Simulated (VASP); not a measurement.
Crystal: MgO.

```xyz
4
Lattice="3.3078 0.0000 0.0000 -1.6539 2.8646 0.0000 0.0000 0.0000 4.9829" Properties=species:S:1:pos:R:3 pbc="T T T"
Mg    0.0000    1.9098    0.0108
Mg    1.6539    0.9549    2.5022
O     0.0000    1.9098    2.0053
O     1.6539    0.9549    4.4968
```

Measurements of this composition are mostly on another form, of space group No. 225.

```yaml
Program: VASP 6.6.1
Task: relaxation of cell and atoms
Functional: LDA
Potentials_or_basis: VASP PAW LDA potentials, release 64 (Mg, O)
Cutoff: 600 eV
k_mesh: 9 × 9 × 6
Occupations: gaussian, width 0.02 eV
Spin: no spin polarisation
```

At the start: pressure -5.6 GPa; volume 11.80 Å³/atom.

**Question.** Where does the relaxation end?

**Answer.** Over 37 steps the energy falls by 77.3 meV/atom and the volume is 10.53 Å³/atom (-10.8 %); space group P6_3/mmc (No. 194, to 0.05 Å).

The path:
```
step  energy change (eV)  largest force (eV/Å)  pressure (GPa)  volume (Å³)
   1              0.0000                0.0486           -5.59        47.22
   2             -0.0320                0.0214            2.31        44.46
   3             -0.0372                0.0019           -0.01        45.18
   4             -0.0372                0.0009           -0.13        45.22
   5             -0.0372                0.0091           -0.13        45.21
   6             -0.0372                0.0175           -0.12        45.21
   7             -0.0373                0.0150           -0.06        45.18
   8             -0.0373                0.0075            0.11        45.12
   9             -0.0373                0.0048            0.09        45.12
  10             -0.0374                0.0034            0.03        45.12
  11             -0.0375                0.0188           -0.08        45.13
  12             -0.0375                0.0181           -0.09        45.13
  13             -0.0376                0.0151           -0.10        45.12
  14             -0.0377                0.0091           -0.13        45.11
  15             -0.0379                0.0037           -0.19        45.08
  16             -0.0382                0.0320           -0.31        45.02
  17             -0.0392                0.0994           -0.57        44.90
  18             -0.0459                0.2711           -1.16        44.63
  19             -0.0943                0.7046           -2.05        43.95
  20             -0.0412                0.6503            5.11        42.02
  21             -0.0904                1.0434           -1.38        43.59
  22             -0.1299                1.2240            0.15        42.86
  23             -0.1113                1.1392            2.09        42.46
  24             -0.1271                1.2182            0.77        42.72
  25             -0.1246                1.2046            1.08        42.65
  26             -0.1505                1.0840            0.64        42.67
  27             -0.2131                0.7664           -0.53        42.75
  28             -0.2831                0.2996           -2.15        42.89
  29             -0.2858                0.1631           -3.27        43.14
  30             -0.2999                0.0379           -3.10        43.04
  31             -0.3008                0.0239           -2.96        43.00
  32             -0.3052                0.0151           -2.08        42.73
  33             -0.3094                0.0046           -0.18        42.17
  34             -0.3094                0.0065           -0.01        42.12
  35             -0.3094                0.0072            0.05        42.10
  36             -0.3094                0.0058            0.03        42.11
  37             -0.3094                0.0021           -0.04        42.13
```

Final structure:
```
Mg O
1.0
     3.43433    0.00000    0.00000
    -1.71717    2.97422    0.00000
     0.00000    0.00000    4.12441
Mg O
2 2
Direct
  0.33333 0.66667 0.95226
  0.66667 0.33333 0.45226
  0.33333 0.66667 0.45234
  0.66667 0.33333 0.95234
```
